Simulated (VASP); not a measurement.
Mg3Sb2: relaxation of cell and atoms with PBEsol

Crystal: Mg3Sb2.

```
Mg Sb
1.0
     4.55240    0.00000    0.00000
    -2.27620    3.94250    0.00000
     0.00000    0.00000    7.18246
Mg Sb
3 2
Direct
  0.33333 0.66667 0.63261
  0.66667 0.33333 0.36739
  0.00000 0.00000 0.00000
  0.33333 0.66667 0.22362
  0.66667 0.33333 0.77638
```

- Program: VASP 6.6.1
- Task: relaxation of cell and atoms
- Functional: PBEsol
- Potentials or basis: VASP PAW PBE potentials, release 64 (Mg, Sb)
- Cutoff: 600 eV
- k mesh: 9 × 9 × 5
- Occupations: gaussian, width 0.03 eV
- Spin: no spin polarisation
- Further INCAR settings: ALGO = Normal; EDIFF = 1e-07; IBRION = 2; EDIFFG = -0.005; NSW = 90; ISIF = 3

- Relaxed volume: 25.82 Å³/atom
- Relaxed cell: a = 4.555 Å, b = 4.555 Å, c = 7.186 Å, α = 90.00°, β = 90.00°, γ = 120.00°
- Space group after relaxing (to 0.05 Å): P-3m1 (No. 164)
- Energy gained by relaxing: 0.0 meV/atom
- Ionic steps: 4
- Pressure after relaxing: 0.0 GPa
- Largest force after relaxing: 0.005 eV/Å
- Band gap on the k mesh: 0.16 eV, indirect (least direct gap 1.09 eV)

Forces on the atoms (eV/Å):
```
Mg   0.000  0.000 -0.004
Mg   0.000  0.000  0.004
Mg   0.000  0.000  0.000
Sb   0.000  0.000  0.005
Sb   0.000  0.000 -0.005
```

Final structure:
```cif
data_structure
_symmetry_space_group_name_H-M 'P 1'
_symmetry_Int_Tables_number 1
_cell_length_a 4.5546
_cell_length_b 4.5546
_cell_length_c 7.1860
_cell_angle_alpha 90.000
_cell_angle_beta 90.000
_cell_angle_gamma 120.000
_cell_volume 129.10
loop_
_atom_site_label
_atom_site_type_symbol
_atom_site_fract_x
_atom_site_fract_y
_atom_site_fract_z
_atom_site_occupancy
Mg1 Mg 0.33333 0.66667 0.63251 1
Mg2 Mg 0.66667 0.33333 0.36749 1
Mg3 Mg 0.00000 0.00000 0.00000 1
Sb1 Sb 0.33333 0.66667 0.22374 1
Sb2 Sb 0.66667 0.33333 0.77626 1
```

Levels at points of the mesh, in eV from the valence-band top:
```csv
k point,band 6,band 7,band 8,band 9,band 10,band 11
"(0.00, 0.00, 0.00)",-0.44,-0.44,0.00,1.09,1.15,2.99
```

Run time: 65 s on 1 thread of Intel(R) Xeon(R) 6975P-C (Granite Rapids) (shared host), peak memory 0.34 GiB.

Caveat: the PAW data sets were made with another functional, which shifts forces and pressure a little; spin-orbit coupling is left out, which moves the levels of the heavy elements; an odd mesh through Γ misses points on the zone boundary, where band edges often lie.
